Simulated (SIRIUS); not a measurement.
Set up this calculation in SIRIUS 7.12.0, as the native input.

```
Task                                        : single point
Functional                                  : PBEsol
Potentials or basis                         : PseudoDojo 0.4.1 PBEsol standard (scalar relativistic)
Cutoff                                      : 1307 eV
Density cutoff                              : 5227 eV
k mesh                                      : 11 × 11 × 11
Occupations                                 : fermi-dirac, width 0.05 eV
Spin                                        : collinear spin, ferromagnetic start
Starting moments                            : [2.0, 0.0] μB
Libxc names                                 : ["XC_GGA_X_PBE_SOL", "XC_GGA_C_PBE_SOL"]
Energy tol                                  : 1e-08 Ha
Density tol                                 : 1e-06
Mixer                                       : anderson
Mixing beta                                 : 0.5
Max scf                                     : 100
Radial cutoff for the potentials' integrals : 6.5 bohr
```

Crystal: CoO.

```
Co O
1.0
     0.00000    2.13150    2.13150
     2.13150    0.00000    2.13150
     2.13150    2.13150    0.00000
Co O
1 1
Direct
  0.99261 0.00830 0.01507
  0.49712 0.51716 0.49531
```

The cell isn't the ideal one: atoms moved at random, drawn with an rms of 0.05 Å.

One way to write it, as run:

sirius.json

```json
{
  "control": {
    "processing_unit": "cpu",
    "verbosity": 2,
    "num_bands_to_print": 19,
    "print_forces": true,
    "print_stress": true
  },
  "parameters": {
    "electronic_structure_method": "pseudopotential",
    "xc_functionals": ["XC_GGA_X_PBE_SOL", "XC_GGA_C_PBE_SOL"],
    "gk_cutoff": 9.8,
    "pw_cutoff": 19.6,
    "ngridk": [11, 11, 11],
    "shiftk": [0, 0, 0],
    "smearing": "fermi_dirac",
    "smearing_width": 0.0018374661,
    "num_bands": 19,
    "num_mag_dims": 1,
    "num_dft_iter": 100,
    "energy_tol": 1e-08,
    "density_tol": 1e-06
  },
  "iterative_solver": {
    "type": "davidson",
    "min_tolerance": 1e-10
  },
  "mixer": {
    "type": "anderson",
    "beta": 0.5,
    "max_history": 8
  },
  "settings": {
    "tol_ne": 1e-10,
    "pseudo_grid_cutoff": 6.5,
    "smooth_initial_mag": true
  },
  "unit_cell": {
    "lattice_vectors": [
      [0.0, 4.02795123464, 4.02795123464],
      [4.02795123464, 0.0, 4.02795123464],
      [4.02795123464, 4.02795123464, 0.0]
    ],
    "atom_coordinate_units": "lattice",
    "atom_types": ["Co", "O"],
    "atom_files": {
      "O": "O.json",
      "Co": "Co.json"
    },
    "atoms": {
      "Co": [
        [-0.007395, 0.008297, 0.015069, 0.0, 0.0, 2.0]
      ],
      "O": [
        [0.497125, 0.517157, 0.495314, 0.0, 0.0, 0.0]
      ]
    }
  }
}
```

Potentials or basis: PseudoDojo 0.4.1 PBEsol standard (scalar relativistic).

Launch:

```bash
$ upf_to_json O.upf
$ upf_to_json Co.upf
$ OMP_NUM_THREADS=4 sirius.scf --input=sirius.json --output=out.json --task=0
```

It gave:

```
Pressure               : -10.9 GPa
Largest force          : 0.006 eV/Å
Band gap on the k mesh : none (metal or under the smearing width)
Net moment             : 2.98 μB per cell
Absolute moment        : 3.00 μB per cell
```

Caveat: a cell with one magnetic atom can't hold antiferromagnetic order, which such compounds often take; semilocal functionals often make such compounds metallic where correlation or magnetic order opens a gap, which also shifts bond lengths.

Run time: 6.4 min on 4 threads of Intel(R) Xeon(R) Platinum 8488C (Sapphire Rapids), on a shared host, peak memory 3.2 GiB.
